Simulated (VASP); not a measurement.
Here is a VASP 6.6.1 calculation.

File POSCAR:

```
CsH
1.0
    3.8130899022      0.0072448708      0.0000000000
    0.0072448708      3.8130899022      0.0000000000
    0.0000000000      0.0000000000      3.8130899022
Cs H
1 1
Direct
    0.0000000000      0.0000000000      0.0000000000
    0.5000000000      0.5000000000      0.5000000000
```

INCAR.step1

```
PREC = Accurate
ENCUT = 520
EDIFF = 1E-5
ISMEAR = 0
SIGMA = 0.01
LREAL = False
LASPH = True
NELM = 100
ALGO = Normal
ISIF = 2
LWAVE = True
NBANDS = 12
GGA = PE
```

File INCAR.step2:

```
PREC = Accurate
ENCUT = 520
EDIFF = 1E-6
ISMEAR = 0
SIGMA = 0.01
LREAL = False
LASPH = True
NELM = 100
ALGO = Normal
ISIF = 2
LWAVE = False
LCHARG = True
GGA = PE
LHFCALC = True
HFSCREEN = 0.2079
PRECFOCK = Normal
LELF = True
LVHAR = True
NBANDS = 12
ISTART = 1
```

The input KPOINTS:

```
regular mesh
0
Gamma
  4 4 4
```

Potentials or basis: VASP PAW PBE potentials, release 64 (Cs_sv, H).

Run with:

```sh
$ cat potpaw_PBE.64/Cs_sv/POTCAR potpaw_PBE.64/H/POTCAR > POTCAR
$ cp INCAR.step1 INCAR
$ mpirun -np 1 vasp_std > vasp.out
$ cp INCAR.step2 INCAR
$ mpirun -np 1 vasp_std > vasp.out
```

Task: Estimate the pressure.

Result: 0.2 GPa.

Task: Estimate the band gap on the k mesh.

Result: 3.58 eV, indirect (least direct gap 3.62 eV).

Caveat: the PAW data sets were made with another functional, which shifts forces and pressure a little; spin-orbit coupling is left out, which moves the levels of the heavy elements. A k mesh can miss the band edges.
